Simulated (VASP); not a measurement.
# C (a cell with a defect) in VASP: relaxation of the atoms with PBE

Aim: the relaxation of the atoms of C (a cell with a defect) with PBE.

Everything below comes from runs of VASP 6.6.1. Logs are shortened: lines on timing, memory, paths and dates and some standing lists are left out, and cuts for length are marked.

### Step 1. Starting point

The cell holds a defect, 63 atoms: a = 7.144 Å, b = 7.144 Å, c = 7.144 Å, α = 90.00°, β = 90.00°, γ = 90.00°.

The cell was built by a generator and needn't be a form met in nature.

### Step 2. Relaxation of the atoms, PBE, collinear spin, ferromagnetic start

INCAR reads:

```
SYSTEM = C
PREC = Accurate
ENCUT = 450
EDIFF = 1E-6
ISMEAR = -1
SIGMA = 0.05
LREAL = .FALSE.
LASPH = .TRUE.
NELM = 60
ALGO = Normal
ISIF = 2
LWAVE = .FALSE.
LCHARG = .FALSE.
ISPIN = 2
MAGMOM = 0.5 0.5 0.5 0.5 0.5 0.5 0.5 0.5 0.5 0.5 0.5 0.5 0.5 0.5 0.5 0.5 0.5 0.5 0.5 0.5 0.5 0.5 0.5 0.5 0.5 0.5 0.5 0.5 0.5 0.5 0.5 0.5 0.5 0.5 0.5 0.5 0.5 0.5 0.5 0.5 0.5 0.5 0.5 0.5 0.5 0.5 0.5 0.5 0.5 0.5 0.5 0.5 0.5 0.5 0.5 0.5 0.5 0.5 0.5 0.5 0.5 0.5 0.5
LORBIT = 11
NUPDOWN = 1
GGA = PE
IBRION = 2
NSW = 60
EDIFFG = -0.01
NELECT = 253
```

KPOINTS reads:

```
regular mesh
0
G
  2 2 2
  0 0 0
```

POSCAR reads:

```
C
1.0
    7.1440000000      0.0000000000      0.0000000000
    0.0000000000      7.1440000000      0.0000000000
    0.0000000000      0.0000000000      7.1440000000
C
63
Direct
    0.7500000000      0.2500000000      0.0000000000
    0.7500000000      0.0000000000      0.2500000000
    0.0000000000      0.0000000000      0.0000000000
    0.2500000000      0.2500000000      0.0000000000
    0.5000000000      0.5000000000      0.0000000000
    0.7500000000      0.7500000000      0.0000000000
    0.2500000000      0.0000000000      0.2500000000
    0.5000000000      0.2500000000      0.2500000000
    0.7500000000      0.5000000000      0.2500000000
    0.5000000000      0.0000000000      0.5000000000
    0.7500000000      0.2500000000      0.5000000000
    0.7500000000      0.0000000000      0.7500000000
    0.0000000000      0.5000000000      0.0000000000
    0.2500000000      0.7500000000      0.0000000000
    0.0000000000      0.2500000000      0.2500000000
    0.2500000000      0.5000000000      0.2500000000
    0.5000000000      0.7500000000      0.2500000000
    0.0000000000      0.0000000000      0.5000000000
    0.2500000000      0.2500000000      0.5000000000
    0.5000000000      0.5000000000      0.5000000000
    0.7500000000      0.7500000000      0.5000000000
    0.2500000000      0.0000000000      0.7500000000
    0.5000000000      0.2500000000      0.7500000000
    0.7500000000      0.5000000000      0.7500000000
    0.0000000000      0.7500000000      0.2500000000
    0.0000000000      0.5000000000      0.5000000000
    0.2500000000      0.7500000000      0.5000000000
    0.0000000000      0.2500000000      0.7500000000
    0.2500000000      0.5000000000      0.7500000000
    0.5000000000      0.7500000000      0.7500000000
    0.0000000000      0.7500000000      0.7500000000
    0.6250000000      0.1250000000      0.1250000000
    0.8750000000      0.3750000000      0.1250000000
    0.8750000000      0.1250000000      0.3750000000
    0.1250000000      0.1250000000      0.1250000000
    0.3750000000      0.3750000000      0.1250000000
    0.6250000000      0.6250000000      0.1250000000
    0.8750000000      0.8750000000      0.1250000000
    0.3750000000      0.1250000000      0.3750000000
    0.6250000000      0.3750000000      0.3750000000
    0.8750000000      0.6250000000      0.3750000000
    0.6250000000      0.1250000000      0.6250000000
    0.8750000000      0.3750000000      0.6250000000
    0.8750000000      0.1250000000      0.8750000000
    0.1250000000      0.6250000000      0.1250000000
    0.3750000000      0.8750000000      0.1250000000
    0.1250000000      0.3750000000      0.3750000000
    0.3750000000      0.6250000000      0.3750000000
    0.6250000000      0.8750000000      0.3750000000
    0.1250000000      0.1250000000      0.6250000000
    0.3750000000      0.3750000000      0.6250000000
    0.6250000000      0.6250000000      0.6250000000
    0.8750000000      0.8750000000      0.6250000000
    0.3750000000      0.1250000000      0.8750000000
    0.6250000000      0.3750000000      0.8750000000
    0.8750000000      0.6250000000      0.8750000000
    0.1250000000      0.8750000000      0.3750000000
    0.1250000000      0.6250000000      0.6250000000
    0.3750000000      0.8750000000      0.6250000000
    0.1250000000      0.3750000000      0.8750000000
    0.3750000000      0.6250000000      0.8750000000
    0.5625000000      0.9375000000      0.9375000000
    0.1250000000      0.8750000000      0.8750000000
```

Potentials or basis: VASP PAW PBE potentials, release 64 (C).

Command:

```
$ cat potpaw_PBE.64/C/POTCAR > POTCAR
$ mpirun -np 1 vasp_std > vasp.out
```

OUTCAR:

```text
SYSTEM = C
   PREC = Accurate
   ENCUT = 450
   EDIFF = 1E-6
   ISMEAR = -1
   LREAL = .FALSE.
   LASPH = .TRUE.
   NELM = 60
   ISIF = 2
   ISPIN = 2
   LORBIT = 11
   NUPDOWN = 1
   GGA = PE
   IBRION = 2
   NSW = 60
   EDIFFG = -0.01
   NELECT = 253

 ion  position               nearest neighbor table
   1  0.750  0.250  0.000-  32 1.55  33 1.55  44 1.55  55 1.55
   2  0.750  0.000  0.250-  32 1.55  34 1.55  38 1.55  49 1.55
   3  0.000  0.000  0.000-  35 1.55  38 1.55  44 1.55  63 1.55
   4  0.250  0.250  0.000-  35 1.55  36 1.55  54 1.55  60 1.55
   5  0.500  0.500  0.000-  36 1.55  37 1.55  55 1.55  61 1.55
   6  0.750  0.750  0.000-  37 1.55  38 1.55  56 1.55  62 1.95
[... 53 lines left out ...]
  60  0.125  0.375  0.875-   4 1.55  13 1.55  28 1.55  29 1.55
  61  0.375  0.625  0.875-   5 1.55  14 1.55  29 1.55  30 1.55
  62  0.562  0.938  0.938-   6 1.95  12 1.95  30 1.95  32 1.95  46 1.95  54 1.95
  63  0.125  0.875  0.875-   3 1.55  14 1.55  22 1.55  31 1.55

  LATTYP: Found a simple cubic cell.
 ALAT       =     7.1440000000

  Lattice vectors:

 A1 = (   7.1440000000,   0.0000000000,   0.0000000000)
 A2 = (   0.0000000000,   7.1440000000,   0.0000000000)
 A3 = (   0.0000000000,   0.0000000000,   7.1440000000)

Analysis of symmetry for initial positions (statically):
=====================================================================
 Subroutine PRICEL returns:
 Original cell was already a primitive cell.

 Routine SETGRP: Setting up the symmetry group for a
 simple cubic supercell.

 Subroutine GETGRP returns: Found 12 space group operations
 (whereof  2 operations were pure point group operations)
 out of a pool of 48 trial point group operations.

The static configuration has the point symmetry C_1h.
 The point group associated with its full space group is D_3d.

Analysis of symmetry for dynamics (positions and initial velocities):
=====================================================================
 Subroutine PRICEL returns:
 Original cell was already a primitive cell.

 Routine SETGRP: Setting up the symmetry group for a
 simple cubic supercell.

 Subroutine GETGRP returns: Found 12 space group operations
 (whereof  2 operations were pure point group operations)
 out of a pool of 48 trial point group operations.

The dynamic configuration has the point symmetry C_1h.
 The point group associated with its full space group is D_3d.

Analysis of structural, dynamic, and magnetic symmetry:
=====================================================================
 Subroutine PRICEL returns:
 Original cell was already a primitive cell.

 Routine SETGRP: Setting up the symmetry group for a
 simple cubic supercell.

 Subroutine GETGRP returns: Found 12 space group operations
 (whereof  2 operations were pure point group operations)
 out of a pool of 48 trial point group operations.

The overall configuration has the point symmetry C_1h.
 The point group associated with its full space group is D_3d.

 Subroutine INISYM returns: Found 12 space group operations
 (whereof  2 operations are pure point group operations),
 and found     1 'primitive' translations

----------------------------------------------------------------------------------------

                                     Primitive cell

  volume of cell :     364.6064

  direct lattice vectors                    reciprocal lattice vectors
     7.144000000  0.000000000  0.000000000     0.139977604  0.000000000  0.000000000
     0.000000000  7.144000000  0.000000000     0.000000000  0.139977604  0.000000000
     0.000000000  0.000000000  7.144000000     0.000000000  0.000000000  0.139977604

  length of vectors
     7.144000000  7.144000000  7.144000000     0.139977604  0.139977604  0.139977604

  position of ions in fractional coordinates (direct lattice)
     0.750000000  0.250000000  0.000000000
[... 198 lines left out ...]
     AMIX     =   0.40;   BMIX     =  1.00
     AMIX_MAG =   1.60;   BMIX_MAG =  1.00
  volume/ion in A,a.u.               =       5.79        39.06
  Fermi-wavevector in a.u.,A,eV,Ry     =   1.449351  2.738876 28.580645  2.100618
  Thomas-Fermi vector in A             =   2.567088
   LORBIT       =     11    0 simple, 1 ext, 2 COOP (PROOUT), +10 PAW based schemes
   GGA     = PE    functional components
   LHFCALC =     F    Hartree Fock is set to
   AEXX    =    0.0000 exact exchange contribution
   IVDW    =     0    specifies the selected vdW correction
   LEPSILON=     F    determine dielectric tensor
   LRPA    =     F    only Hartree local field effects (RPA)
 conjugate gradient relaxation of ions
 spin polarized calculation
  energy-cutoff  :      450.00
  volume of cell :      364.61
 maximum number of plane-waves:      7920
 NGX is ok and might be reduce to    50
   NGX = 25   NGY = 25   NGZ = 25

--------------------------------------- Ionic step        1  -------------------------------------------

 number of electron     252.9999946 magnetization      -0.8659079

 number of electron     252.9999946 magnetization       0.9996241

 Free energy of the ion-electron system (eV)
  ---------------------------------------------------
  ext. energy  EPLUGINS =         0.00000000
  ---------------------------------------------------
  free energy    TOTEN  =      -551.64462255 eV

  energy without entropy =     -551.62002445  energy(sigma->0) =     -551.63232350

------------------------ aborting loop because EDIFF is reached ----------------------------------------

  FORCE on cell =-STRESS in cart. coord.  units (eV):
  Direction    XX          YY          ZZ          XY          YZ          ZX
  --------------------------------------------------------------------------------------
  -------------------------------------------------------------------------------------
  Total        7.0872489      7.0872489      7.0872489     11.1978111    -11.1978111     11.1978111
  in kB       31.1432499     31.1432499     31.1432499     49.2061493    -49.2061493     49.2061493
  external PRESSURE =      31.1432499 kB  Pullay stress =       0.0000000 kB
[... 272 lines left out ...]
  FREE ENERGIE OF THE ION-ELECTRON SYSTEM (eV)
  ---------------------------------------------------
  free  energy   TOTEN  =      -552.4188951593 eV

  energy  without entropy=     -552.3944069364  energy(sigma->0) =     -552.40665105

[... ionic steps 4 to 10 ...]

--------------------------------------- Ionic step       11  -------------------------------------------

 number of electron     252.9999981 magnetization       1.0000000

------------------------ aborting loop because EDIFF is reached ----------------------------------------
[... 189 lines left out ...]
--------------------------------------- Ionic step       13  -------------------------------------------

 number of electron     252.9999981 magnetization       1.0000000

 Free energy of the ion-electron system (eV)
  ---------------------------------------------------
  ext. energy  EPLUGINS =         0.00000000
  ---------------------------------------------------
  free energy    TOTEN  =      -552.72811110 eV

  energy without entropy =     -552.70367902  energy(sigma->0) =     -552.71589506

 E-fermi :  10.9153     XC(G=0): -13.1826

 val. band max:       11.0737113977   @ k =   0.0000   0.0000   0.0000
 cond. band min:      10.9275511013   @ k =   0.5000   0.0000   0.0000
 fundamental gap:     -0.1461602964
 Fermi energy:        11.7438653569

 spin component 1

 k-point     1 :       0.0000    0.0000    0.0000
  band No.  band energies     occupation
      1     -11.9286      1.00000
      2      -9.7728      1.00000
      3      -9.7728      1.00000
      4      -9.7180      1.00000
      5      -9.7180      1.00000
      6      -9.5392      1.00000
[... 553 lines left out ...]
    137      15.4136      0.00000
    138      15.4136      0.00000
 Fermi energy:        10.9153391006

 spin component 2

 k-point     1 :       0.0000    0.0000    0.0000
  band No.  band energies     occupation
      1     -11.9129      1.00000
      2      -9.7514      1.00000
      3      -9.7514      1.00000
      4      -9.7071      1.00000
      5      -9.7071      1.00000
      6      -9.5278      1.00000
[... 553 lines left out ...]
    137      15.4302      0.00000
    138      15.4302      0.00000
 [bands above 138 left out]

------------------------ aborting loop because EDIFF is reached ----------------------------------------

  FORCE on cell =-STRESS in cart. coord.  units (eV):
  Direction    XX          YY          ZZ          XY          YZ          ZX
  --------------------------------------------------------------------------------------
  -------------------------------------------------------------------------------------
  Total        7.9080711      7.9080711      7.9080711     12.7482341    -12.7482341     12.7482341
  in kB       34.7501600     34.7501600     34.7501600     56.0191192    -56.0191192     56.0191192
  external PRESSURE =      34.7501600 kB  Pullay stress =       0.0000000 kB
[... 78 lines left out ...]
  FREE ENERGIE OF THE ION-ELECTRON SYSTEM (eV)
  ---------------------------------------------------
  free  energy   TOTEN  =      -552.7281111034 eV

  energy  without entropy=     -552.7036790161  energy(sigma->0) =     -552.71589506

 reached required accuracy - stopping structural energy minimisation

 total charge

# of ion       s       p       d       tot
------------------------------------------
    1        0.835   1.763   0.000   2.598
    2        0.835   1.763   0.000   2.598
    3        0.831   1.742   0.000   2.573
    4        0.829   1.715   0.000   2.544
    5        0.831   1.742   0.000   2.573
    6        0.840   1.681   0.000   2.520
[... 55 lines left out ...]
   62        0.802   1.302   0.000   2.104
   63        0.831   1.742   0.000   2.573
--------------------------------------------------
tot         52.462 109.131   0.000 161.593

 magnetization (x)

# of ion       s       p       d       tot
------------------------------------------
    1       -0.000   0.002   0.000   0.002
    2       -0.000   0.002   0.000   0.002
    3        0.000   0.001   0.000   0.002
    4       -0.001  -0.002   0.000  -0.002
    5        0.000   0.001   0.000   0.002
    6        0.012   0.078   0.000   0.090
[... 55 lines left out ...]
   62       -0.011  -0.043   0.000  -0.054
   63        0.000   0.001   0.000   0.002
--------------------------------------------------
tot          0.076   0.591   0.000   0.668
```

It took 75 min on 1 thread of Intel Xeon Platinum 8559C (Emerald Rapids), shared host; peak memory 0.59 GiB.

What came out:

```yaml
Free_energy: -552.7281 eV
Energy_gained_by_relaxing: 17.2 meV/atom
Ionic_steps: 13
Largest_force_after_relaxing: 0.008 eV/Å
Net_moment: 1.00 μB per cell
Site_moments: C +0.00, -0.00, +0.09, +0.01, -0.05 μB
Valence_electrons_inside_the_program's_atomic_spheres: C 2.60, 2.57, 2.54, 2.52, 2.59, 2.58, 2.10
```

Forces on the atoms (eV/Å):
```
C    0.001  0.002  0.004
C    0.001  0.004  0.002
C    0.000  0.001  0.001
C   -0.003  0.003 -0.007
C   -0.001  0.000  0.001
C    0.005 -0.005  0.003
C   -0.003 -0.007  0.003
C    0.007  0.003  0.003
C    0.002 -0.002 -0.003
C   -0.001  0.001  0.000
C    0.002 -0.003 -0.002
C    0.005  0.003 -0.005
C   -0.002  0.002  0.004
C   -0.002 -0.001  0.004
C   -0.001 -0.003 -0.003
C    0.003  0.001 -0.003
C   -0.004 -0.001  0.002
C   -0.002  0.004  0.002
C    0.003 -0.003  0.001
C   -0.004  0.002  0.002
C    0.003 -0.003 -0.004
C   -0.002  0.004 -0.001
C   -0.004  0.002 -0.001
C    0.003 -0.004 -0.003
C    0.002 -0.002 -0.003
C   -0.004  0.004  0.004
C    0.003 -0.002 -0.002
C    0.002 -0.003 -0.002
C    0.003 -0.002 -0.002
C   -0.003 -0.005 -0.005
C    0.004 -0.003 -0.003
C    0.003  0.005  0.005
C   -0.003  0.002  0.002
C   -0.003  0.002  0.002
C   -0.004  0.003  0.003
C   -0.003  0.004  0.003
C    0.004 -0.002  0.001
C    0.002 -0.004  0.001
C   -0.003  0.003  0.004
C    0.004 -0.002 -0.002
C   -0.003  0.003 -0.001
C    0.004  0.001 -0.002
C   -0.003 -0.001  0.003
C    0.002  0.001 -0.004
C   -0.002  0.003  0.002
C   -0.005 -0.003  0.005
C    0.004 -0.004 -0.004
C   -0.002  0.003  0.002
C    0.001 -0.001  0.000
C   -0.002  0.002  0.003
C   -0.002  0.002  0.003
C   -0.007 -0.003 -0.003
C    0.003  0.007 -0.003
C   -0.005  0.005 -0.003
C    0.001  0.000 -0.001
C    0.003 -0.003  0.007
C    0.002 -0.004 -0.002
C    0.001  0.003  0.003
C   -0.001 -0.004 -0.002
C    0.002 -0.002 -0.004
C   -0.001 -0.002 -0.004
C    0.000  0.000  0.000
C    0.000 -0.001 -0.001
```

Step by step:
| step | energy change (eV) | largest force (eV/Å) | pressure (GPa) |
| --- | --- | --- | --- |
| 1 | 0.0000 | 3.0996 | 3.11 |
| 2 | 0.5236 | 3.7331 | 5.64 |
| 3 | -0.7743 | 0.8360 | 3.61 |
| 4 | -0.9780 | 0.6843 | 3.50 |
| 5 | -0.9916 | 0.4786 | 3.50 |
| 6 | -1.0512 | 0.3804 | 3.45 |
| 7 | -1.0609 | 0.2698 | 3.45 |
| 8 | -1.0797 | 0.1255 | 3.45 |
| 9 | -1.0817 | 0.0749 | 3.45 |
| 10 | -1.0829 | 0.0509 | 3.47 |
| 11 | -1.0833 | 0.0253 | 3.46 |
| 12 | -1.0835 | 0.0154 | 3.48 |
| 13 | -1.0835 | 0.0077 | 3.48 |

Final structure:
```xyz
63
Lattice="7.1440 0.0000 0.0000 0.0000 7.1440 0.0000 0.0000 0.0000 7.1440" Properties=species:S:1:pos:R:3 pbc="T T T"
C     5.3804    1.7930    0.0036
C     5.3804    0.0036    1.7930
C     0.0028    7.1410    7.1410
C     1.8281    1.7439    7.1242
C     3.5750    3.5692    7.1410
C     5.3301    5.3859    0.0915
C     1.8281    7.1242    1.7439
C     3.5918    1.7439    1.7439
C     5.3619    3.5658    1.7985
C     3.5750    7.1410    3.5692
C     5.3619    1.7985    3.5658
C     5.3301    0.0915    5.3859
C     7.1389    3.5771    0.0072
C     1.7790    5.3356    0.0036
C     0.0171    1.7796    1.7796
C     1.7924    3.5549    1.7796
C     3.5684    5.3356    1.7930
C     7.1389    0.0072    3.5771
C     1.7924    1.7796    3.5549
C     3.5648    3.5771    3.5771
C     5.3418    5.3742    3.5974
C     1.7790    0.0036    5.3356
C     3.5684    1.7930    5.3356
C     5.3418    3.5974    5.3742
C     0.0062    5.3541    1.7985
C     7.1397    3.5763    3.5763
C     1.7735    5.3541    3.5658
C     0.0062    1.7985    5.3541
C     1.7735    3.5658    5.3541
C     3.4805    5.3859    5.3859
C     7.1186    5.3742    5.3742
C     4.5565    0.8651    0.8651
C     6.2635    2.6852    0.8969
C     6.2635    0.8969    2.6852
C     0.9184    0.8768    0.8768
C     2.6952    2.6536    0.8768
C     4.4686    4.4580    0.9154
C     6.2580    6.2474    0.9154
C     2.6952    0.8768    2.6536
C     4.4722    2.6739    2.6739
C     6.2446    4.4714    2.6961
C     4.4686    0.9154    4.4580
C     6.2446    2.6961    4.4714
C     6.2580    0.9154    6.2474
C     0.8868    4.4525    0.8969
C     2.7069    6.1595    0.8651
C     0.8973    2.6747    2.6747
C     2.6751    4.4525    2.6852
C     4.4620    6.2540    2.6818
C     0.8868    0.8969    4.4525
C     2.6751    2.6852    4.4525
C     4.4452    4.5071    4.5071
C     6.2089    6.2708    4.5071
C     2.7069    0.8651    6.1595
C     4.4620    2.6818    6.2540
C     6.2089    4.5071    6.2708
C     0.8981    6.2438    2.6739
C     0.8759    4.4714    4.4714
C     2.6566    6.2474    4.4580
C     0.8981    2.6739    6.2438
C     2.6566    4.4580    6.2474
C     4.0185    6.6975    6.6975
C     0.8902    6.2540    6.2540
```

Caveat: the k mesh is coarse (spacing up to 0.44 Å⁻¹), so the values aren't converged; the cell is charged against a uniform background, so pressure and absolute levels hang on convention; the cutoff is under 1.25 times the usual one of these potentials, so pressure, stress and relaxed cells hold a basis-set (Pulay) error; the moment is held away from its start; the total moment is fixed, so each spin has its own Fermi level.
